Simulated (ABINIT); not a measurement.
Crystal: CuI (Marshite).

```
I Cu
1.0
     0.00000    3.03150    3.03150
     3.03150    0.00000    3.03150
     3.03150    3.03150    0.00000
I Cu
1 1
Direct
  0.00000 0.00000 0.00000
  0.75000 0.75000 0.75000
```

Base run:

```yaml
Program: ABINIT 10.8.3 (patched build)
Functional: WC
Potentials_or_basis: JTH PAW PBE v2.0
Cutoff: 707 eV
k_mesh: 8 × 8 × 8
Occupations: fermi-dirac, width 0.05 eV
Spin: no spin polarisation
```

Its results: band gap on the k mesh 0.98 eV, direct; pressure -2.0 GPa.

**Question.** After a change of settings the same cell gave: band gap on the k mesh 1.25 eV, direct; pressure 2.7 GPa. Which change was it?
A. functional from WC to SOGGA
B. functional from WC to PBEsol; k mesh from 8 × 8 × 8 to 6 × 6 × 6
C. functional from WC to RPBE
D. functional from WC to HCTH407

**Answer.** C.

RPBE binds less tightly than WC, so the same cell stands under more pressure.

Caveats: the PAW data sets were made with another functional, which shifts forces and pressure a little; spin-orbit coupling is left out, which moves the levels of the heavy elements.

Not every run made on this cell is shown here.
